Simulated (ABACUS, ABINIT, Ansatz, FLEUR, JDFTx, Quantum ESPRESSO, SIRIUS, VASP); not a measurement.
One calculation of GaN, 9 ways

```
Ga N
1.0
     0.00000    2.25350    2.25350
     2.25350    0.00000    2.25350
     2.25350    2.25350    0.00000
Ga N
1 1
Direct
  0.00643 0.99831 0.99469
  0.24250 0.24820 0.25662
```

The cell is a database's computed one, not the measured one.

Atoms were shifted at random by some hundredths of an Å from the given cell, which wasn't relaxed again for these runs.

Alike in all runs: task single point; functional PBE; k mesh 10 × 10 × 10; occupations fermi-dirac, width 0.05 eV; no spin polarisation; no spin-orbit coupling. Pressure is positive in compression and, in plane waves, holds the error of the finite cutoff, which Ansatz's Pulay term estimates and takes out.

```tsv
program and potentials	plane-wave cutoff (eV)	notes	band gap (eV)	pressure (GPa)	largest force (eV/Å)	energy over the undisturbed cell (meV/atom)
ABACUS, PseudoDojo NC SR 0.4.1 PBE standard, plane waves	1143	-	1.68	5.37	0.509	5.31
Ansatz, Ansatz PAW (earlier soft set)	420	Pulay term of +0.30 GPa included	1.64	5.23	0.504	5.27
JDFTx, PseudoDojo-SR-PBE-0.5-standard	1143	-	1.68	5.36	0.508	5.31
VASP, PBE PAW files Ga_d, N, 520 eV	520	-	1.64	5.23	0.498	-
Quantum ESPRESSO, SSSP 1.3 efficiency PBE	952	-	1.67	4.71	0.510	5.33
FLEUR, all-electron, FLAPW	-	-	1.65	-	0.505	5.28
ABINIT, JTH PAW PBE v2.0	707	-	1.63	5.70	0.514	5.37
SIRIUS, PseudoDojo 0.4.1 PBE standard (scalar relativistic)	1152	-	1.68	5.36	0.508	-
Ansatz, all-electron LAPW, scalar-relativistic	-	-	1.65	5.10	0.504	-
```

Force on atom 1 (Ga), eV/Å:

```
                                     program and potentials      x       y       z
   ABACUS, PseudoDojo NC SR 0.4.1 PBE standard, plane waves  0.327  -0.010  -0.390
                      Ansatz, Ansatz PAW (earlier soft set)  0.324  -0.010  -0.387
                      JDFTx, PseudoDojo-SR-PBE-0.5-standard  0.326  -0.010  -0.390
                        VASP, PBE PAW files Ga_d, N, 520 eV  0.320  -0.010  -0.382
                  Quantum ESPRESSO, SSSP 1.3 efficiency PBE  0.328  -0.010  -0.391
                                 FLEUR, all-electron, FLAPW  0.324  -0.010  -0.387
                                   ABINIT, JTH PAW PBE v2.0  0.329  -0.010  -0.395
SIRIUS, PseudoDojo 0.4.1 PBE standard (scalar relativistic)  0.326  -0.010  -0.390
             Ansatz, all-electron LAPW, scalar-relativistic  0.323  -0.010  -0.386
```

The band gap spans 1.63 (ABINIT, JTH PAW PBE v2.0) to 1.68 eV (SIRIUS, PseudoDojo 0.4.1 PBE standard (scalar relativistic)), with all-electron results at 1.65. The pressure spans 4.71 (Quantum ESPRESSO, SSSP 1.3 efficiency PBE) to 5.70 GPa (ABINIT, JTH PAW PBE v2.0), with all-electron results at 5.10.

The functional is the same throughout but for its coding, so the spread measures potentials, basis and numerics; runs on potential files found faulty are left out.

The gap of zinc-blende GaN depends little on the implementation, yet every value lies far below the measured one. The likely cause is the semilocal functional: its Kohn-Sham gap lacks the derivative discontinuity, and it places the Ga 3d states too high, so that their repulsion with N 2p raises the valence-band top. Agreement among codes therefore confirms the PBE result, not its accuracy for the material.

The three PseudoDojo runs nearly coincide in gap, pressure and force, which suggests that the potentials matter more than the codes here. Pressure is the most sensitive quantity, but its deviations don't carry over to the forces: Quantum ESPRESSO and ABINIT lie at opposite ends in pressure, yet give similar forces. These forces oppose the relative displacement of the Ga and N sublattices, as expected for stiff, polar covalent bonds. The positive pressure shows that the cell is smaller than PBE would prefer, so it probably came from a functional that binds more tightly.
